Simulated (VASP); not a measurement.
# LiH: single point with RPBE

Crystal: LiH.

```
CELL_PARAMETERS angstrom
0.00000 2.03675 2.03675
2.03675 0.00000 2.03675
2.03675 2.03675 0.00000
ATOMIC_POSITIONS crystal
Li 0.00000 0.00000 0.00000
H 0.50000 0.50000 0.50000
```

```
Program             : VASP 6.6.1
Task                : single point
Functional          : RPBE
Potentials or basis : VASP PAW PBE potentials, release 64 (Li_GW, H_GW)
Cutoff              : 550 eV
k mesh              : 11 × 11 × 11
Occupations         : gaussian, width 0.1 eV
Spin                : no spin polarisation
```

```yaml
Pressure: -0.4 GPa
Band_gap_on_the_k_mesh: 3.36 eV, direct
```

Levels at points of the mesh, in eV from the valence-band top:
| k point | band 1 | band 2 | band 3 | band 4 | band 5 |
| --- | --- | --- | --- | --- | --- |
| (0.00, 0.00, 0.00) | -5.18 | 15.54 | 17.68 | 17.68 | 17.68 |

Run time: 6.1 s on 1 thread of Intel(R) Xeon(R) Platinum 8488C (Sapphire Rapids), on a shared host, peak memory 0.14 GiB.

Caveat: the PAW data sets were made with another functional, which shifts forces and pressure a little; an odd mesh through Γ misses points on the zone boundary, where band edges often lie. RPBE gaps usually lie below the measured ones, often by a third to a half.
